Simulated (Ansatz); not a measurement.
# Si (P6/mmm) in Ansatz: a series of runs

One crystal, Si, is run at these levels: PBE; tasks: single point.

Everything below comes from runs of Ansatz 0.2.0. Logs are shortened: lines on timing, memory, paths and dates and some standing lists are left out, and cuts for length are marked.

**1. The crystal as given**

The structure is hexagonal, space group P6/mmm (No. 191). The conventional cell has a = 4.121 Å, b = 4.121 Å, c = 2.655 Å, α = 90.00°, β = 90.00°, γ = 120.00°. Si (site symmetry -6m2) has 5 Si at 2.38 to 2.65 Å as nearest neighbours.

The cell was built by a generator and needn't be a form met in nature.

**2. Single point, PBE**

Contents of input.yaml:

```yaml
crystal:
  lattice:
    - [4.12095, 0.0, 0.0]
    - [-2.06047, 3.56885, 0.0]
    - [0.0, 0.0, 2.65479]
  atoms:
    - { symbol: Si, position: [0.33333, 0.66667, 0.5] }
    - { symbol: Si, position: [0.66667, 0.33333, 0.5] }
hamiltonian:
  xc: pbe
  pseudopotentials: { kind: paw }
kpoints:
  mp_grid: { grid: [8, 8, 10] }
scf:
  occupations: { method: gaussian, width: 0.018 }
output:
  forces: true
  stress: true
  eigenvalues: true
  write_density: true
  write_potential: true
  elf: true
  volumetric_format: npy
```

Potentials or basis: Ansatz PAW.

On the command line:

```sh
$ ansatz run input.yaml --threads 2 --pin off --max-ram 5632MiB --backend cpu --events-out ev --progress --plain --runs-dir out
```

Log:

```text
Warning: the atoms were moved onto the symmetric positions of the space group found under crystal.symmetry.tolerance 1.0e-5 (fractional; no operation is sought that the atoms, as they stand in a round, miss by more than twice it, and no atom is moved by as much as it), and the run uses the moved positions. Before a round's move an operation carried an atom to 4.12e-5 Å from where it should land, the largest such distance. Atom 0 (counting from 0) moved farthest, by 2.38e-5 Å; the longest move in fractions of the cell, of whichever atom, is 0.47 of the tolerance, in 1 round. To run the atoms as typed, lower crystal.symmetry.tolerance until the operations that they miss are no longer found, or set crystal.symmetry.detect: false (a key that needs symmetry detection or time reversal refuses this as the deck is read). The positions used, in the order of the run's atom list: position: [0.3333333333333333, 0.6666666666666666, 0.5]; position: [0.6666666666666666, 0.3333333333333333, 0.5]; The lattice was moved too: crystal.lattice keeps the space group found at crystal.symmetry.tolerance 1.0e-5 only nearly: the operation that it misses by the most changes a squared length by the fraction 2.80e-6. The run uses the lattice that is a stretch of the typed one, with no rotation, onto the one that keeps every operation to a double's rounding (on a very oblique basis the stretch itself rounds by more); the deck's lattice vector that moved farthest moved by 3.26e-6 Å. To run the lattice as typed, set crystal.symmetry.tolerance under 1.33e-7, the least fraction by which an operation that the lattice misses changes a squared length (the same key also sets how far an atom may lie from its image, so lowering it can lose operations that the atoms keep only within it), or set crystal.symmetry.detect: false, as for the atoms. crystal.lattice made exact, in Å and degrees: [[4.120951508198683, -2.8867513457604425e-6, 0.0], [-2.0604732540993416, 3.5688501372395285, 0.0], [0.0, 0.0, 2.65479]]. Pasted over the deck's crystal.lattice, beside positions in fractional coordinates, it runs the same cell (given as lengths and angles, that cell in the form's own orientation, a rigid turn of the misfit's size from the one run here, for which a checkpoint.post_process_only pass over this run's state can be refused: where this run relaxes nothing, give such a pass this deck's own crystal.lattice, as typed; behind a relaxation, as crystal.lattice, the state's own cell, identity.cell in its checkpoint.json), and a matrix so pasted ends this notice, except on a very skew basis of the lattice, where the rounding of the pasted numbers themselves can read as a misfit: the cell is then moved again, and that move is told again. The lattice as run is in this notice's lattice.as_run_ang field (Run.prep()["deck_notices"] in Python, the deck_notice line of an events file, deck_notices of ansatz run --dry-run=json, or deck_notices in record.json in the deck's checkpoint.write directory).
Warning: RAYON_NUM_THREADS=2 ignored (pool sized by the plan → 2); use --threads N
Engine: ansatz 0.2.0, aarch64-unknown-linux-gnu
Pseudopotentials: kind: paw
Pseudopotential: Si, paw, valence charge 4, recommended cutoff 420 eV (normal), Si.paw.azcp
Functional definition: PBE
  parameter kappa = 0.804
  parameter beta = 0.06672455060314922
  exchange = pbe_x(kappa = kappa, mu = beta*pi^2/3)
  correlation = pbe_c(beta = beta)
Crystal: 2 atoms, lattice volume = 39.044 Å³
Basis set: ecut = 420 eV, 765 PW (Γ), exchange–correlation on 60×60×36 points (8 copies of the dense FFT grid, shifted against one another)
Bands: 8, of which v1, the nominal top of the filled ones, is band 4 counted from 1 (3 counted from 0)
Symmetry: 24 space group operations
Space group: P6/mmm (ITA 191), of the structure as read, at distance tolerance 3.4e-5 Å
k-points: 60 of 640
Non-local potential: Si, projectors of the file, l = 0: 2, l = 1: 2, l = 2: 2
PAW form: soft (Blöchl's): semilocal exchange-correlation on the pseudo side does not see the compensation charge
PAW one-centre angular grid: Si, 110 points (default); XC on 64 Gauss nodes
Initial density: superposition of atomic densities (neutral atoms: chi_scale 0, normalization atom), corrected by the library's trained network
Initial wavefunctions: pseudopotential atomic-orbital guess
Functional: x = pbe(κ = 0.804, μ = 0.2195149727645171), c = pbe(β = 0.06672455060314922)
SCF iter   1: F=—  HF=-1270.858489 eV  |F-HF|=—  |Δ(HF+E_count)|=         —  Δρ=4.53e-3  dr2=8.88e-3  ethr=1.77e-3  ⟨swp⟩=6.3  Hψ=4277  notcnv=0
preconditioner: auto → none  [insulator: Δε(μ)=0.034 eV  Ē_g=9.357 eV  σ=0.018 eV  W_gap=0.78  n_scr=6 (ndim 8)  ℏωp=16.8 eV  f_vac=0.000  D(μ)=1.44/eV (n_scr^D=8)  ε∞_Penn≈4.2]
SCF iter   2: F=—  HF=-1270.856153 eV  |F-HF|=—  |Δ(HF+E_count)|=   2.34e-3  Δρ=1.74e-3  dr2=1.17e-3  ethr=1.11e-4  ⟨swp⟩=2.0  Hψ=1139  notcnv=0  defer=6
SCF iter   3: F=—  HF=-1270.856030 eV  |F-HF|=—  |Δ(HF+E_count)|=   1.24e-4  Δρ=1.52e-4  dr2=6.77e-6  ethr=1.47e-5  ⟨swp⟩=2.9  Hψ=926  notcnv=0  defer=10
SCF iter   4: F=—  HF=-1270.856024 eV  |F-HF|=—  |Δ(HF+E_count)|=   5.60e-6  Δρ=3.18e-5  dr2=3.52e-7  ethr=8.47e-8  ⟨swp⟩=2.1  Hψ=697  notcnv=0  defer=10
iter 5 did not close the SCF: its close was put off for the readings that it lacked (scf_convergence_deferred on its scf_iter line)
SCF iter   5: F=-1270.856025 eV  HF=-1270.856025 eV  |F-HF|=1.05e-8  |Δ(HF+E_count)|=   3.92e-7  Δρ=5.06e-6  dr2=9.05e-9  ethr=4.40e-9  ⟨swp⟩=2.4  Hψ=706  notcnv=0  defer=10
SCF iter   6: F=-1270.856025 eV  HF=-1270.856025 eV  |F-HF|=2.16e-10  |Δ(HF+E_count)|=   1.35e-8  Δρ=5.14e-7  dr2=1.00e-10  ethr=1.13e-10  ⟨swp⟩=6.3  Hψ=2590  notcnv=0
SCF 1 converged in 6 iterations: F = -1270.856025 eV  dr2 = 1.00e-10
SCF converged after 6 iterations
Free energy (F): -1270.856025 eV
Harris-Foulkes:  -1270.856025 eV  (|F-HF|=2.16e-10)
Internal energy: -1270.855798 eV  (E = F + TS)
E sigma→0 (E₀):  -1270.855911 eV
Entropy (-TS):   -0.000227 eV (-0.113 meV/atom)
Fermi energy:    6.543329 eV
--- Per-component energies (eV) ---
  E_band       = 11.913669
  E_kinetic    = 79.676725
  E_local      = -49.686332  (includes V_loc(G=0)·N_el)
  E_nonlocal   = 51.660792
  E_hartree    = 13.939451
  E_xc         = -110.192889
  E_vxc        = -93.205177  (∫ρ·V_xc dr)
  E_paw        = -1024.983725  (= ΣΔE_a)
  E_vpaw       = -4.411243  (= ΣTr[D̂ρ^β])
  E_aug_tail   = 0.000013  (compensation charges beyond the density's cutoff)
  E_ewald      = -231.269833
  E_smearing   = -0.000227  (= −TS)
  E_closure    = -0.000000  (closes the sum)
  Σ components = -1270.856025   (vs F -1270.856025, Δ=0.00e0)
--- Forces (eV/Å), atoms counted from 1 ---
  atom   1  Si     0.00000000     0.00000000     0.00000000
  atom   2  Si    -0.00000000     0.00000000     0.00000000
  max |Σ_I F_I| component: 4.63e-17 eV/Å
--- Stress (GPa, compression-positive) ---
        0.292518       0.000000       0.000000
       -0.000000       0.292518       0.000000
        0.000000       0.000000      -0.481355
  P = ⅓ Tr σ = 0.0346 GPa (0.346 kbar)
--- Band table (eV; the first three rows and the last of 60) ---
  k-point 0: bands = ["-5.7259", "3.7201", "3.7201", "3.8428", "7.8443", "7.8443", "12.1620", "12.9572"]
  k-point 1: bands = ["-5.5278", "3.8869", "3.8869", "4.0398", "8.0235", "8.0235", "10.1056", "12.9358"]
  k-point 2: bands = ["-4.9387", "4.3742", "4.3742", "4.6251", "7.0959", "8.5503", "8.5503", "13.5454"]
  k-point 59: bands = ["0.5198", "1.2841", "2.8180", "3.5518", "4.3096", "8.8551", "12.1417", "14.3896"]
```

rho_z.tsv:

```text
# z_ang	rho[e/angstrom^3]
# format = ansatz-planar-average/11
# lattice	4.120951508	-0.000002887	0.000000000
# lattice	-2.060473254	3.568850137	0.000000000
# lattice	0.000000000	0.000000000	2.654790000
# sites	2
# site	14	0.000001667	2.379232463	1.327395000
# site	14	2.060476587	1.189614788	1.327395000
0.000000	1.281749e-1
0.147488	1.331888e-1
0.294977	1.479395e-1
0.442465	1.710088e-1
0.589953	1.985823e-1
0.737442	2.247691e-1
[... 10 lines left out ...]
2.359813	1.479395e-1
2.507302	1.331888e-1
```

v_z.tsv:

```text
# z_ang	v_es[eV]	v_tot[eV]
# format = ansatz-planar-average/11
# xc	pbe
# density_cutoff_ev	1680
# datasets	Si=:simpson_from_first_knot:soft
# lattice	4.120951508	-0.000002887	0.000000000
# lattice	-2.060473254	3.568850137	0.000000000
# lattice	0.000000000	0.000000000	2.654790000
# sites	2
# site	14	0.000001667	2.379232463	1.327395000
# site	14	2.060476587	1.189614788	1.327395000
0.000000	8.525334e0	6.428469e-1
0.147488	8.275806e0	3.208230e-1
0.294977	7.489898e0	-7.148322e-1
0.442465	6.145932e0	-2.506067e0
0.589953	3.974708e0	-5.153544e0
0.737442	9.131293e-1	-8.743380e0
[... 10 lines left out ...]
2.359813	7.489898e0	-7.148322e-1
2.507302	8.275806e0	3.208230e-1
```

Run time: 1 s. Hardware: 2 threads of Arm Neoverse V1, shared host; peak memory 0.29 GiB.

Results:

```
Free energy            : -1270.8560 eV
Pressure               : 0.0 GPa
Band gap on the k mesh : none (metal or under the smearing width)
```

**3. Single point, PBE**

Changes to input.yaml since step 2:

```diff
@@ -14,3 +14,3 @@
 scf:
-  occupations: { method: gaussian, width: 0.018 }
+  occupations: { method: gaussian, width: 0.019 }
 output:
@@ -19,5 +19 @@
   eigenvalues: true
-  write_density: true
-  write_potential: true
-  elf: true
-  volumetric_format: npy
```

Potentials or basis: Ansatz PAW.

On the command line:

```sh
$ ansatz run input.yaml --threads 2 --pin off --max-ram 5632MiB --backend cpu --events-out ev --progress --plain --runs-dir out
```

It took 0.75 s on 2 threads of Arm Neoverse V1, shared host; peak memory 0.28 GiB.

Results (log left out):

- Free energy: -1270.8560 eV
- Pressure: 0.0 GPa
- Band gap on the k mesh: none (metal or under the smearing width)

Stress tensor (GPa, compression positive):
```
 0.29  0.00  0.00
 0.00  0.29  0.00
 0.00  0.00 -0.48
```

Levels at points of the mesh, in eV from the Fermi level:
| k point | band 1 | band 2 | band 3 | band 4 | band 5 | band 6 | band 7 | band 8 |
| --- | --- | --- | --- | --- | --- | --- | --- | --- |
| (0.00, 0.00, 0.00) | -12.27 | -2.82 | -2.82 | -2.70 | 1.30 | 1.30 | 5.62 | 6.41 |
| (0.00, 0.00, -0.50) | -8.38 | -5.84 | -0.13 | -0.13 | 1.26 | 3.20 | 4.34 | 4.34 |
| (0.00, -0.50, 0.00) | -10.44 | -8.75 | -4.00 | -1.25 | 6.21 | 7.09 | 7.18 | 7.85 |
| (0.00, -0.50, -0.50) | -6.53 | -4.95 | -4.20 | -2.55 | -1.16 | 2.94 | 3.95 | 5.11 |

**4. Single point, PBE**

Changes to input.yaml since step 3:

```diff
@@ -14,3 +14,3 @@
 scf:
-  occupations: { method: gaussian, width: 0.019 }
+  occupations: { method: gaussian, width: 0.02 }
 output:
```

On the command line:

```sh
$ ansatz run input.yaml --threads 2 --pin off --max-ram 5632MiB --backend cpu --events-out ev --progress --plain --runs-dir out
```

Wall time 0.76 s (2 threads of Arm Neoverse V1, shared host); peak memory 0.28 GiB.

The run converged. Its results:

| Quantity | Value |
| --- | --- |
| Free energy | -1270.8561 eV |
| Pressure | 0.0 GPa |
| Band gap on the k mesh | none (metal or under the smearing width) |

Stress tensor (GPa, compression positive):
```
 0.29  0.00  0.00
 0.00  0.29  0.00
 0.00  0.00 -0.48
```

Levels at points of the mesh, in eV from the Fermi level:
| k point | band 2 | band 3 | band 4 | band 5 | band 6 | band 7 |
| --- | --- | --- | --- | --- | --- | --- |
| (0.00, 0.00, 0.00) | -2.82 | -2.82 | -2.70 | 1.30 | 1.30 | 5.62 |
| (0.00, 0.00, -0.50) | -5.84 | -0.13 | -0.13 | 1.26 | 3.20 | 4.34 |
| (0.00, -0.50, 0.00) | -8.75 | -4.00 | -1.25 | 6.21 | 7.09 | 7.18 |
| (0.00, -0.50, -0.50) | -4.95 | -4.20 | -2.55 | -1.16 | 2.94 | 3.95 |

**5. Single point, PBE**

Changes to input.yaml since step 4:

```diff
@@ -14,3 +14,3 @@
 scf:
-  occupations: { method: gaussian, width: 0.02 }
+  occupations: { method: gaussian, width: 0.021 }
 output:
@@ -19 +19,5 @@
   eigenvalues: true
+  write_density: true
+  write_potential: true
+  elf: true
+  volumetric_format: npy
```

On the command line:

```sh
$ ansatz run input.yaml --threads 2 --pin off --max-ram 5632MiB --backend cpu --events-out ev --progress --plain --runs-dir out
```

It took 0.99 s on 2 threads of Arm Neoverse V1, shared host; peak memory 0.29 GiB.

It converged, with:

```yaml
Free_energy: -1270.8561 eV
Pressure: 0.0 GPa
Band_gap_on_the_k_mesh: none (metal or under the smearing width)
```

Stress tensor (GPa, compression positive):
```
 0.29  0.00  0.00
 0.00  0.29  0.00
 0.00  0.00 -0.48
```

Levels at points of the mesh, in eV from the Fermi level:
```
             k point  band 2  band 3  band 4  band 5  band 6  band 7
  (0.00, 0.00, 0.00)   -2.82   -2.82   -2.70    1.30    1.30    5.62
 (0.00, 0.00, -0.50)   -5.84   -0.13   -0.13    1.26    3.20    4.34
 (0.00, -0.50, 0.00)   -8.75   -4.00   -1.25    6.21    7.09    7.18
(0.00, -0.50, -0.50)   -4.95   -4.20   -2.55   -1.16    2.94    3.95
```

**6. Single point, PBE**

Changes to input.yaml since step 5:

```diff
@@ -14,3 +14,3 @@
 scf:
-  occupations: { method: gaussian, width: 0.021 }
+  occupations: { method: gaussian, width: 0.022 }
 output:
@@ -19,5 +19 @@
   eigenvalues: true
-  write_density: true
-  write_potential: true
-  elf: true
-  volumetric_format: npy
```

Potentials or basis: Ansatz PAW.

On the command line:

```sh
$ ansatz run input.yaml --threads 2 --pin off --max-ram 5632MiB --backend cpu --events-out ev --progress --plain --runs-dir out
```

Wall time 0.75 s (2 threads of Arm Neoverse V1, shared host); peak memory 0.28 GiB.

It converged, with:

```yaml
Free_energy: -1270.8561 eV
Pressure: 0.0 GPa
Band_gap_on_the_k_mesh: none (metal or under the smearing width)
```

Stress tensor (GPa, compression positive):
```
 0.29  0.00  0.00
 0.00  0.29  0.00
 0.00  0.00 -0.49
```

Levels at points of the mesh, in eV from the Fermi level:
```tsv
k point	band 2	band 3	band 4	band 5	band 6	band 7
(0.00, 0.00, 0.00)	-2.82	-2.82	-2.70	1.30	1.30	5.62
(0.00, 0.00, -0.50)	-5.84	-0.13	-0.13	1.26	3.20	4.34
(0.00, -0.50, 0.00)	-8.75	-4.00	-1.25	6.21	7.09	7.18
(0.00, -0.50, -0.50)	-4.95	-4.20	-2.55	-1.16	2.94	3.95
```

**7. Summary**

| smearing | gap on the mesh (eV) | pressure (GPa) |
| --- | --- | --- |
| gaussian 0.018 eV | none | 0.0 |
| gaussian 0.019 eV | none | 0.0 |
| gaussian 0.02 eV | none | 0.0 |
| gaussian 0.021 eV | none | 0.0 |
| gaussian 0.022 eV | none | 0.0 |

Alike in all rows: task single point; level PBE; potentials or basis Ansatz PAW; no spin polarisation; cell as given; k mesh 8 × 8 × 10; cutoff (eV) 420.

Every run on the cell as given and a fine mesh finds a metal.

Absolute energies hang on the potentials; compare differences alone.
